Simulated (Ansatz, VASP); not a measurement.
Two plane-wave programs on B

INCAR

```
SYSTEM = B
AGGAC = 1.0
AGGAX = 1.0
ALDAC = 0.0
ALDAX = 1.0
ALGO = Normal
EDIFF = 1E-6
ENCUT = 520
GGA = B5
ISIF = 2
ISMEAR = -1
LASPH = .True.
LCHARG = .False.
LREAL = .False.
LWAVE = .False.
NBANDS = 10
NELM = 60
PREC = Accurate
SIGMA = 0.1
```

Contents of KPOINTS:

```
k-points
0
Gamma
  23 23 4
  0 0 0
```

File POSCAR:

```
B
1.0
    1.7616457382      0.0000000000      0.0000000000
   -0.8808228691      1.5256299617      0.0000000000
    0.0000000000      0.0000000000     10.9309815757
B
2
Direct
    0.3333333333      0.6666666667      0.2500000000
    0.6666666667      0.3333333333      0.7500000000
```

Input for Ansatz:

```yaml
crystal:
  lattice:
    - [1.7616457382, 0.0, 0.0]
    - [-0.8808228691, 1.5256299617, 0.0]
    - [0.0, 0.0, 10.9309815757]
  atoms:
    - { symbol: B, position: [0.3333333333, 0.6666666667, 0.25] }
    - { symbol: B, position: [0.6666666667, 0.3333333333, 0.75] }
hamiltonian:
  xc: blyp
  pseudopotentials:
    kind: paw
    azcp:
      B: "pseudopotentials/B.paw.azcp"
basis:
  ecutwfc: 420
  fft_grid_basis: typed
kpoints:
  mp_grid: { grid: [23, 23, 4], shift: [0, 0, 0] }
magnetization:
  spin_polarized: false
scf:
  occupations: { method: fermi_dirac, width: 0.1 }
  lower_state_search: "off"
output:
  stress: true
  write_density: true
  write_potential: true
  elf: true
  volumetric_format: npy
```

Alike in both runs: task single point; functional BLYP; k mesh 23 × 23 × 4; occupations fermi-dirac, width 0.1 eV; no spin polarisation.

|  | VASP | Ansatz |
| --- | --- | --- |
| version | VASP 6.6.1 | Ansatz 0.2.0 |
| potentials or method | VASP PAW PBE potentials, release 64 (B) | plane waves (420 eV) with PAW, scalar-relativistic |
| plane-wave cutoff (eV) | 520 | 420 |
| valence electrons in the cell | 6 | 6 |

Ansatz gave:

* pressure (GPa): -8.7
* largest component of the traceless stress (GPa): 8.81

Question: Estimate VASP's values.

Answer: Pressure (GPa): -8.8; largest component of the traceless stress (GPa): 8.90.

With one functional, cell and mesh, what is left measures potentials, basis and numerics.

Caveats: the PAW data sets were made with another functional, which shifts forces and pressure a little (VASP); this functional lacks dispersion, which binds the layers, so the pressure and a relaxed spacing across them are unreliable.
